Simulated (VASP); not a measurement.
# Nb in VASP: further runs, part 2 of 2

VASP 6.6.1. The steps go on from the part before.

## 3. Single point, PBE

INCAR

```
SYSTEM = Nb
PREC = Accurate
ENCUT = 600
EDIFF = 1E-7
ISMEAR = -1
SIGMA = 0.05
LREAL = .False.
LASPH = .True.
NELM = 100
ALGO = Normal
ISIF = 2
LWAVE = .False.
LCHARG = .False.
LDIPOL = .True.
IDIPOL = 3
DIPOL = 0.5 0.5 0.500
GGA = PE
```

KPOINTS

```
Automatic mesh
0
Gamma
  6 6 1
  0 0 0
```

POSCAR

```
Nb
1.0
    3.3279000000      0.0000000000      0.0000000000
    0.0000000000      3.3279000000      0.0000000000
    0.0000000000      0.0000000000     24.9837000000
Nb
7
Direct
    0.5000000000      0.5000000000      0.3001957276
    0.0000000000      0.0000000000      0.3667971517
    0.5000000000      0.5000000000      0.4333985759
    0.0000000000      0.0000000000      0.5000000000
    0.5000000000      0.5000000000      0.5666014241
    0.0000000000      0.0000000000      0.6332028483
    0.5000000000      0.5000000000      0.6998042724
```

Potentials or basis: VASP PAW PBE potentials, release 64 (Nb_pv).

Command:

```bash
$ cat potpaw_PBE.64/Nb_pv/POTCAR > POTCAR
$ mpirun -np 1 vasp_std > vasp.out
```

OUTCAR:

```text
SYSTEM = Nb
   PREC = Accurate
   ENCUT = 600
   EDIFF = 1E-7
   ISMEAR = -1
   LREAL = .False.
   LASPH = .True.
   NELM = 100
   ISIF = 2
   GGA = PE

 ion  position               nearest neighbor table
   1  0.500  0.500  0.300-   2 2.88   2 2.88   2 2.88   2 2.88   3 3.33
   2  0.000  0.000  0.367-   1 2.88   1 2.88   1 2.88   1 2.88   3 2.88   3 2.88   3 2.88   3 2.88
                             4 3.33
   3  0.500  0.500  0.433-   4 2.88   4 2.88   4 2.88   4 2.88   2 2.88   2 2.88   2 2.88   2 2.88
                             5 3.33   1 3.33
   4  0.000  0.000  0.500-   3 2.88   5 2.88   3 2.88   5 2.88   3 2.88   5 2.88   3 2.88   5 2.88
                             2 3.33   6 3.33
   5  0.500  0.500  0.567-   4 2.88   4 2.88   4 2.88   4 2.88   6 2.88   6 2.88   6 2.88   6 2.88
                             3 3.33   7 3.33
   6  0.000  0.000  0.633-   7 2.88   7 2.88   7 2.88   7 2.88   5 2.88   5 2.88   5 2.88   5 2.88
                             4 3.33
   7  0.500  0.500  0.700-   6 2.88   6 2.88   6 2.88   6 2.88   5 3.33

  LATTYP: Found a simple tetragonal cell.
 ALAT       =     3.3279000000
 C/A-ratio  =     7.5073469756

  Lattice vectors:

 A1 = (   3.3279000000,   0.0000000000,   0.0000000000)
 A2 = (   0.0000000000,   3.3279000000,   0.0000000000)
 A3 = (   0.0000000000,   0.0000000000,  24.9837000000)

Analysis of symmetry for initial positions (statically):
=====================================================================
 Subroutine PRICEL returns:
 Original cell was already a primitive cell.

 Routine SETGRP: Setting up the symmetry group for a
 simple tetragonal supercell.

 Subroutine GETGRP returns: Found 16 space group operations
 (whereof 16 operations were pure point group operations)
 out of a pool of 16 trial point group operations.

The static configuration has the point symmetry D_4h.

Analysis of symmetry for dynamics (positions and initial velocities):
=====================================================================
 Subroutine PRICEL returns:
 Original cell was already a primitive cell.

 Routine SETGRP: Setting up the symmetry group for a
 simple tetragonal supercell.

 Subroutine GETGRP returns: Found 16 space group operations
 (whereof 16 operations were pure point group operations)
 out of a pool of 16 trial point group operations.

The dynamic configuration has the point symmetry D_4h.

 Subroutine INISYM returns: Found 16 space group operations
 (whereof 16 operations are pure point group operations),
 and found     1 'primitive' translations

----------------------------------------------------------------------------------------

                                     Primitive cell

  volume of cell :     276.6924

  direct lattice vectors                    reciprocal lattice vectors
     3.327900000  0.000000000  0.000000000     0.300489798  0.000000000  0.000000000
     0.000000000  3.327900000  0.000000000     0.000000000  0.300489798  0.000000000
     0.000000000  0.000000000 24.983700000     0.000000000  0.000000000  0.040026097

  length of vectors
     3.327900000  3.327900000 24.983700000     0.300489798  0.300489798  0.040026097

  position of ions in fractional coordinates (direct lattice)
     0.500000000  0.500000000  0.300195728
     0.000000000  0.000000000  0.366797152
     0.500000000  0.500000000  0.433398576
     0.000000000  0.000000000  0.500000000
[... 54 lines left out ...]
   total plane-waves  NPLWV = 156800
   dimension x,y,z NGX =    28 NGY =   28 NGZ =  200
   dimension x,y,z NGXF=    56 NGYF=   56 NGZF=  400
   ions per type =               7
   NGX,Y,Z   is equivalent  to a cutoff of  13.99, 13.99, 13.31 a.u.
   NGXF,Y,Z  is equivalent  to a cutoff of  27.97, 27.97, 26.62 a.u.
 SYSTEM =  Nb
   PREC   = accura    normal or accurate (medium, high low for compatibility)
   ISTART =      0    job   : 0-new  1-cont  2-samecut
   ICHARG =      2    charge: 1-file 2-atom 10-const
   ISPIN  =      1    spin polarized calculation?
   LNONCOLLINEAR =      F non collinear calculations
   LSORBIT =      F    spin-orbit coupling
   LASPH  =      T    aspherical Exc in radial PAW
   ENCUT  =  600.0 eV  44.10 Ry    6.64 a.u.   6.65  6.65 49.90*2*pi/ulx,y,z
   NELM   =    100;   NELMIN=  2; NELMDL= -5     # of ELM steps
   EDIFF  = 0.1E-06   stopping-criterion for ELM
   LREAL  =      F    real-space projection
   EDIFFG = 0.1E-05   stopping-criterion for IOM
   NSW    =      0    number of steps for IOM
   IBRION =     -1    ionic relax: 0-MD 1-quasi-New 2-CG
   NFREE  =      0    steps in history (QN), initial steepest desc. (CG)
   ISIF   =      2    stress and relaxation
   ISYM   =      2    0-nonsym 1-usesym 2-fastsym
   POTIM  = 0.5000    time-step for ionic-motion
   TEBEG  =    0.0;   TEEND  =   0.0 temperature during run
   PSTRESS=    0.0 pullay stress
   NELECT =      77.0000    total number of electrons
   NUPDOWN=      -1.0000    fix difference up-down
   EMIN   =  10.00;   EMAX   =-10.00  energy-range for DOS
   EFERMI =   0.00;   METHOD = LEGACY
   ISMEAR =    -1;   SIGMA  =   0.05  broadening in eV -4-tet -1-fermi 0-gaus
   EFERMI_NEDOS =   21; number of points for ismear=-14 and -15
   IALGO  =     38    algorithm
   IMIX   =      4    mixing-type and parameters
     AMIX     =   0.40;   BMIX     =  1.00
     AMIX_MAG =   1.60;   BMIX_MAG =  1.00
  volume/ion in A,a.u.               =      39.53       266.74
  Fermi-wavevector in a.u.,A,eV,Ry     =   1.068823  2.019783 15.543072  1.142384
  Thomas-Fermi vector in A             =   2.204484
   LORBIT       =      0    0 simple, 1 ext, 2 COOP (PROOUT), +10 PAW based schemes
   GGA     = PE    functional components
   LHFCALC =     F    Hartree Fock is set to
   AEXX    =    0.0000 exact exchange contribution
   IVDW    =     0    specifies the selected vdW correction
   LEPSILON=     F    determine dielectric tensor
   LRPA    =     F    only Hartree local field effects (RPA)
 non-spin polarized calculation
  energy-cutoff  :      600.00
  volume of cell :      276.69
 maximum number of plane-waves:      9279
 NGX is ok and might be reduce to    28
   NGX = 13   NGY = 13   NGZ = 99

 dipolmoment           0.000000      0.000000     -0.000000 electrons x Angstroem

 number of electron      77.0000007 magnetization

 dipolmoment           0.000000      0.000000      0.000000 electrons x Angstroem

 Free energy of the ion-electron system (eV)
  ---------------------------------------------------
  ext. energy  EPLUGINS =         0.00000000
  ---------------------------------------------------
  free energy    TOTEN  =       -67.19025971 eV

  energy without entropy =      -67.10341994  energy(sigma->0) =      -67.14683982

 E-fermi :   0.5036     XC(G=0):  -6.7190

 val. band max:        0.5018276430   @ k =   0.1667   0.0000   0.0000
 cond. band min:       0.5391476801   @ k =   0.0000   0.0000   0.0000
 fundamental gap:      0.0373200371
 Fermi energy:         0.5036096388

 k-point     1 :       0.0000    0.0000    0.0000
  band No.  band energies     occupation
      1     -30.8229      2.00000
      2     -30.8224      2.00000
      3     -30.6562      2.00000
      4     -30.6562      2.00000
      5     -30.6554      2.00000
      6     -30.6554      2.00000
[... 479 lines left out ...]
     45       3.1884      0.00000
     46       3.1884      0.00000

------------------------ aborting loop because EDIFF is reached ----------------------------------------

 vacuum level on the upper side and lower side of the slab       (xc-potential included)        -0.202        -0.202

  FORCE on cell =-STRESS in cart. coord.  units (eV):
  Direction    XX          YY          ZZ          XY          YZ          ZX
  --------------------------------------------------------------------------------------
  -------------------------------------------------------------------------------------
  Total       -6.2889163     -6.2889163     -4.6643635      0.0000000      0.0000000      0.0000000
  in kB      -36.4157369    -36.4157369    -27.0088245      0.0000000      0.0000000      0.0000000
  external PRESSURE =     -33.2800994 kB  Pullay stress =       0.0000000 kB

 VOLUME and BASIS-vectors are now :
 -----------------------------------------------------------------------------
  energy-cutoff  :      600.00
  volume of cell :      276.69
      direct lattice vectors                 reciprocal lattice vectors
     3.327900000  0.000000000  0.000000000     0.300489798  0.000000000  0.000000000
     0.000000000  3.327900000  0.000000000     0.000000000  0.300489798  0.000000000
     0.000000000  0.000000000 24.983700000     0.000000000  0.000000000  0.040026097

 POSITION                                       TOTAL-FORCE (eV/Angst)
 -----------------------------------------------------------------------------------
      1.66395      1.66395      7.50000        -0.000000      0.000000      1.208120
      0.00000      0.00000      9.16395         0.000000     -0.000000     -0.910553
      1.66395      1.66395     10.82790         0.000000     -0.000000     -0.406471
      0.00000      0.00000     12.49185         0.000000     -0.000000      0.000000
      1.66395      1.66395     14.15580         0.000000     -0.000000      0.406471
      0.00000      0.00000     15.81975         0.000000     -0.000000      0.910553
      1.66395      1.66395     17.48370         0.000000      0.000000     -1.208120
 -----------------------------------------------------------------------------------
    total drift:                                0.000000      0.000000      0.000000

  FREE ENERGIE OF THE ION-ELECTRON SYSTEM (eV)
  ---------------------------------------------------
  free  energy   TOTEN  =       -67.1902597079 eV

  energy  without entropy=      -67.1034199413  energy(sigma->0) =      -67.14683982

 vacuum level on the upper side and lower side of the slab         4.013         4.013
```

It took 8 min on 1 thread of Intel Xeon Platinum 8259CL at 2.50GHz (Skylake/Cascade Lake), shared host; peak memory 0.44 GiB.

What came out:

```yaml
Free_energy: -67.1903 eV
Largest_force: 1.208 eV/Å
Band_gap_on_the_k_mesh: none (metal or under the smearing width)
```

Forces on the atoms (eV/Å):
```
Nb   0.000  0.000  1.208
Nb   0.000  0.000 -0.911
Nb   0.000  0.000 -0.406
Nb   0.000  0.000  0.000
Nb   0.000  0.000  0.406
Nb   0.000  0.000  0.911
Nb   0.000  0.000 -1.208
```

## 4. Single point, PBE

INCAR is that of step 3.

KPOINTS is that of step 3.

POSCAR is that of step 3.

Potentials or basis: VASP PAW PBE potentials, release 64 (Nb_sv_GW).

Command:

```bash
$ cat potpaw_PBE.64/Nb_sv_GW/POTCAR > POTCAR
$ mpirun -np 1 vasp_std > vasp.out
```

It took 19 min on 1 thread of Intel Xeon Platinum 8259CL at 2.50GHz (Skylake/Cascade Lake), shared host; peak memory 0.47 GiB.

It converged, with:

| Item | Value |
| --- | --- |
| Free energy | -76.7766 eV |
| Largest force | 1.306 eV/Å |
| Band gap on the k mesh | none (metal or under the smearing width) |

Forces on the atoms (eV/Å):
```
Nb   0.000  0.000  1.306
Nb   0.000  0.000 -0.879
Nb   0.000  0.000 -0.410
Nb   0.000  0.000  0.000
Nb   0.000  0.000  0.410
Nb   0.000  0.000  0.879
Nb   0.000  0.000 -1.306
```

Levels at points of the mesh, in eV from the Fermi level:
| k point | band 41 | band 42 | band 43 | band 44 | band 45 | band 46 | band 47 | band 48 | band 49 | band 50 |
| --- | --- | --- | --- | --- | --- | --- | --- | --- | --- | --- |
| (0.00, 0.00, 0.00) | 0.05 | 0.07 | 0.15 | 0.15 | 0.19 | 0.19 | 0.34 | 0.34 | 0.36 | 0.69 |
| (0.50, 0.00, 0.00) | -0.94 | -0.72 | -0.70 | -0.08 | -0.02 | 0.07 | 0.22 | 0.40 | 0.75 | 1.10 |
| (0.50, 0.50, 0.00) | -1.38 | -1.11 | -1.11 | -0.28 | -0.28 | 0.85 | 0.85 | 2.07 | 2.09 | 2.33 |

## 5. Single point, PBE

INCAR is that of step 4.

KPOINTS is that of step 4.

POSCAR is that of step 4.

Command:

```bash
$ cat potpaw_PBE.64/Nb_sv_GW/POTCAR > POTCAR
$ mpirun -np 1 vasp_std > vasp.out
```

It took 23 min on 1 thread of Intel Xeon Platinum 8259CL at 2.50GHz (Skylake/Cascade Lake), shared host; peak memory 0.47 GiB.

It converged, with:

```
Free energy            : -76.7766 eV
Largest force          : 1.306 eV/Å
Band gap on the k mesh : none (metal or under the smearing width)
```

Forces on the atoms (eV/Å):
```
Nb   0.000  0.000  1.306
Nb   0.000  0.000 -0.879
Nb   0.000  0.000 -0.410
Nb   0.000  0.000  0.000
Nb   0.000  0.000  0.410
Nb   0.000  0.000  0.879
Nb   0.000  0.000 -1.306
```

Levels at points of the mesh, in eV from the Fermi level:
```csv
k point,band 42,band 43,band 44,band 45,band 46,band 47,band 48,band 49
"(0.00, 0.00, 0.00)",0.07,0.15,0.15,0.19,0.19,0.34,0.34,0.36
"(0.50, 0.00, 0.00)",-0.72,-0.70,-0.08,-0.02,0.07,0.22,0.40,0.75
"(0.50, 0.50, 0.00)",-1.11,-1.11,-0.28,-0.28,0.85,0.85,2.07,2.09
```
